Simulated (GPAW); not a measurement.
The system is TiB2.

```xyz
3
Lattice="3.0292 0.0000 0.0000 -1.5146 2.6234 0.0000 0.0000 0.0000 3.2284" Properties=species:S:1:pos:R:3 pbc="T T T"
Ti    0.0000    0.0000    0.0000
B     1.5146    0.8745    1.6142
B     0.0000    1.7489    1.6142
```

| Item | Value |
| --- | --- |
| Program | GPAW 26.7.0 |
| Task | relaxation of cell and atoms |
| Functional | PBEsol |
| Dispersion | D3(BJ)+ATM |
| Potentials or basis | PAW data sets generated in the run's folder for this functional |
| Cutoff | 800 eV |
| Basis | pw |
| k mesh | 7 × 7 × 6 |
| Occupations | fermi-dirac, width 0.05 eV |
| Spin | no spin polarisation |

At the start: pressure -10.1 GPa; volume 8.55 Å³/atom.

Q: How do energy, volume and symmetry change on relaxing?

A: Over 6 steps the energy falls by 10.9 meV/atom and the volume is 8.22 Å³/atom (-3.9 %); space group P6/mmm (No. 191, to 0.05 Å).

Step by step:
```tsv
step	energy change (eV)	largest force (eV/Å)	pressure (GPa)	volume (Å³)
1	0.0000	0.0000	-10.11	25.66
2	-0.0110	0.0000	-8.25	25.46
3	-0.0310	0.0000	0.63	24.60
4	-0.0315	0.0000	0.28	24.63
5	-0.0326	0.0000	-0.41	24.68
6	-0.0327	0.0000	-0.23	24.66
```

Final structure:
```cif
data_structure
_symmetry_space_group_name_H-M 'P 1'
_symmetry_Int_Tables_number 1
_cell_length_a 3.0022
_cell_length_b 3.0022
_cell_length_c 3.1588
_cell_angle_alpha 90.000
_cell_angle_beta 90.000
_cell_angle_gamma 120.000
_cell_volume 24.66
loop_
_atom_site_label
_atom_site_type_symbol
_atom_site_fract_x
_atom_site_fract_y
_atom_site_fract_z
_atom_site_occupancy
Ti1 Ti 0.00000 0.00000 0.00000 1
B1 B 0.66667 0.33333 0.50000 1
B2 B 0.33333 0.66667 0.50000 1
```

Caveat: later steps reuse the first step's grids; pairwise dispersion overbinds metals, which lowers pressure and volume.
